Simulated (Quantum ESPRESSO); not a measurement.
# W: band structure with LDA

Crystal: W.

```
W
1.0
    -1.58234    1.58234    1.58234
     1.58234   -1.58234    1.58234
     1.58234    1.58234   -1.58234
W
1
Direct
  0.00000 0.00000 0.00000
```

| Quantity | Value |
| --- | --- |
| Program | Quantum ESPRESSO 7.5 |
| Task | band structure |
| Functional | LDA |
| Potentials or basis | PseudoDojo 0.4.1 SR LDA standard |
| Cutoff | 952 eV |
| Density cutoff | 3810 eV |
| k mesh | 12 × 12 × 12 |
| Occupations | fermi-dirac, width 0.05 eV |
| Spin | no spin polarisation |
| Form of the LDA correlation | PW92 |
| Mixing beta | 0.5 |
| Most SCF iterations | 120 |
| SCF threshold | 2e-10 Ry |

The pressure is -9.8 GPa. The band gap on the k mesh is none (metal or under the smearing width).

Levels at the corners of the path, in eV from the Fermi level:
| point | band 3 | band 4 | band 5 | band 6 | band 7 | band 8 | band 9 | band 10 | band 11 | band 12 |
| --- | --- | --- | --- | --- | --- | --- | --- | --- | --- | --- |
| Γ | -37.65 | -37.65 | -9.55 | -1.20 | -1.20 | -1.20 | 2.24 | 2.24 | 14.66 | 14.66 |
| H | -38.56 | -38.56 | -5.78 | -5.78 | 5.20 | 5.20 | 5.20 | 8.37 | 8.37 | 8.37 |
| N | -38.08 | -37.66 | -6.21 | -3.52 | 0.86 | 2.14 | 3.11 | 6.20 | 11.07 | 11.63 |
| Γ | -37.65 | -37.65 | -9.55 | -1.20 | -1.20 | -1.20 | 2.24 | 2.24 | 14.66 | 14.66 |
| P | -38.31 | -38.31 | -2.87 | -2.87 | -2.87 | 3.28 | 3.28 | 6.58 | 12.36 | 12.36 |
| H | -38.56 | -38.56 | -5.78 | -5.78 | 5.20 | 5.20 | 5.20 | 8.37 | 8.37 | 8.37 |
| P | -38.31 | -38.31 | -2.87 | -2.87 | -2.87 | 3.28 | 3.28 | 6.58 | 12.36 | 12.36 |
| N | -38.08 | -37.66 | -6.21 | -3.52 | 0.86 | 2.14 | 3.11 | 6.20 | 11.07 | 11.63 |

Run time: 21 s on 1 thread of Arm Neoverse V1 (shared host), peak memory 0.09 GiB.

Caveat: spin-orbit coupling is left out, which moves the levels of the heavy elements.
